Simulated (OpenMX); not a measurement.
The system is AlN.

```xyz
2
Lattice="0.0000 2.1840 2.1840 2.1840 0.0000 2.1840 2.1840 2.1840 0.0000" Properties=species:S:1:pos:R:3 pbc="T T T"
Al    0.0000    0.0000    0.0000
N     1.0920    1.0920    1.0920
```

Measurements of this composition are mostly on another form, of space group No. 186.

| Item | Value |
| --- | --- |
| Program | OpenMX 3.8.5 |
| Task | single point |
| Functional | PBE |
| Potentials or basis | OpenMX 2013 PBE set, Al7.0-s2p2d1, N6.0-s2p2d1, grid cutoff 400 Ry |
| k mesh | 11 × 11 × 11 |
| Occupations | fermi-dirac, width 0.05 eV |
| Spin | no spin polarisation |

On this cell: pressure 4.0 GPa; largest force zero by symmetry; band gap on the k mesh 3.39 eV, indirect (least direct gap 5.03 eV).

The same run follows on a disturbed copy (atoms moved at random, drawn with an rms of 0.05 Å):

```xyz
2
Lattice="0.0000 2.1840 2.1840 2.1840 0.0000 2.1840 2.1840 2.1840 0.0000" Properties=species:S:1:pos:R:3 pbc="T T T"
Al    0.0116    0.0254   -0.0123
N     1.0879    1.0695    1.1007
```

**Question.** What changes?

**Answer.** The energy moves by +9.7 meV/atom; pressure 4.4 GPa; largest force 0.713 eV/Å; band gap on the k mesh 3.23 eV, indirect (least direct gap 4.85 eV).

Forces on the atoms (eV/Å):
```
Al  -0.157 -0.641  0.244
N    0.158  0.649 -0.248
```

Caveats: an odd mesh through Γ misses points on the zone boundary, where band edges often lie; the basis of atomic orbitals isn't converged, which shifts pressures, moduli and gaps.
